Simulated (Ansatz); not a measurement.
Here is an Ansatz 0.2.0 calculation.

The input input.yaml:

```yaml
crystal:
  lattice:
    - [0.0, 3.06065, 3.06065]
    - [3.06065, 0.0, 3.06065]
    - [3.06065, 3.06065, 0.0]
  atoms:
    - { symbol: Pb, position: [0.0, 0.0, 0.0] }
    - { symbol: Se, position: [0.5, 0.5, 0.5] }
hamiltonian:
  xc: { exchange: rpw86, correlation: pbe }
  pseudopotentials: { kind: paw }
kpoints:
  mp_grid: { grid: [8, 8, 8] }
  band_path:
    path:
      - [[0.0, 0.0, 0.0], [0.5, 0.0, 0.5], [0.5, 0.25, 0.75], [0.375, 0.375, 0.75], [0.0, 0.0, 0.0], [0.5, 0.5, 0.5], [0.625, 0.25, 0.625], [0.5, 0.25, 0.75], [0.5, 0.5, 0.5], [0.375, 0.375, 0.75]]
      - [[0.625, 0.25, 0.625], [0.5, 0.0, 0.5]]
    npoints: 14
scf:
  occupations: { method: fermi_dirac, width: 0.05 }
  n_extra_bands: 6
output:
  forces: true
  stress: true
  eigenvalues: true
  fatbands: false
  write_density: true
  write_potential: true
  elf: true
  volumetric_format: npy
```

Potentials or basis: Ansatz PAW.

Launch:

```console
$ ansatz run input.yaml --threads 2 --pin off --max-ram 5120MiB --backend cpu --events-out ev --progress --plain --runs-dir out
```

(1) What does it give for the pressure?

(2) Predict the band gap along the path.

(3) Estimate the band gap on the k mesh.

Results:

(1) 5.4 GPa.

(2) 0.28 eV, direct.

(3) 0.28 eV, direct.

Caveat: spin-orbit coupling is left out, which as a rule narrows the gap of such compounds by several tenths of an eV; the PAW data sets come from PBE, with cores solved anew for the run's functional, which leaves a small shift of forces and pressure.

**The experiment to reproduce.**

From a printed reference work, monograph, for a bulk crystal of PbSe at 4.2 K: band gap 0.15 eV (direct).

Measured gap of PbSe: 0.15 eV (direct; 4.2 K; a printed reference work, monograph). This calculation gives 0.28 eV (+0.13 eV). 2 values of this kind are on record (0.15 to 0.28 eV); this one was drawn at random. Spin-orbit coupling on Pb, Se is left out. The value is that of rPW86-PBE, without temperature or zero-point motion.
